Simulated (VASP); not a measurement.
Runs of VASP 6.6.1 on BP. Symmetry: F-43m, No. 216, cubic system. Conventional cell: a = 4.532 Å, b = 4.532 Å, c = 4.532 Å, α = 90.00°, β = 90.00°, γ = 90.00°. B (site symmetry -43m) is surrounded by 4 P at 1.96 Å. P (site symmetry -43m) has 4 B at 1.96 Å as nearest neighbours. The cell is a database's computed one.

| task | level | potentials or basis | cell | k mesh | cutoff (eV) | mesh quality | gap on the mesh (eV) | pressure (GPa) | relaxed volume (Å³/atom) |
| --- | --- | --- | --- | --- | --- | --- | --- | --- | --- |
| relaxation of cell and atoms | RPBE | VASP PAW PBE potentials, release 64 (B, P) | relaxed | 10 × 10 × 10 | 600 | not flagged | (a) | 0.0 | 11.94 |
| relaxation of cell and atoms | PBEsol | VASP PAW PBE potentials, release 64 (B, P) | relaxed | 10 × 10 × 10 | 600 | not flagged | 1.12 | 0.0 | 11.55 |
| relaxation of cell and atoms | PBEsol | VASP PAW PBE potentials, release 64 (B, P) | relaxed | 10 × 10 × 10 | 580 | not flagged | 1.12 | 0.0 | 11.55 |
| relaxation of cell and atoms | LDA | VASP PAW LDA potentials, release 64 (B, P) | relaxed | 10 × 10 × 10 | 600 | not flagged | 1.15 | 0.0 | 11.31 |
| relaxation of cell and atoms | PBEsol | VASP PAW PBE potentials, release 64 (B, P) | relaxed | 4 × 4 × 4 | 600 | coarse | (c) | 0.0 | 11.63 |
| single point | PBEsol | VASP PAW PBE potentials, release 64 (B, P) | as given | 10 × 10 × 10 | 520 | not flagged | 1.13 | (b) | - |
| relaxation of cell and atoms | PBEsol | VASP PAW PBE potentials, release 64 (B_s, P) | relaxed | 10 × 10 × 10 | 480 | not flagged | 1.12 | 0.0 | 11.55 |

Alike in all rows: no spin polarisation; smearing gaussian 0.02 eV.

Problem. Fill in the values left out.

Solution. (a) 1.28; (b) -1.2; (c) 1.19.

Caveats: some runs use coarse meshes; the PAW data sets were made with another functional, which shifts forces and pressure a little (some runs).

A k mesh can miss the band edges.

Runs at the PBE level aren't shown here.
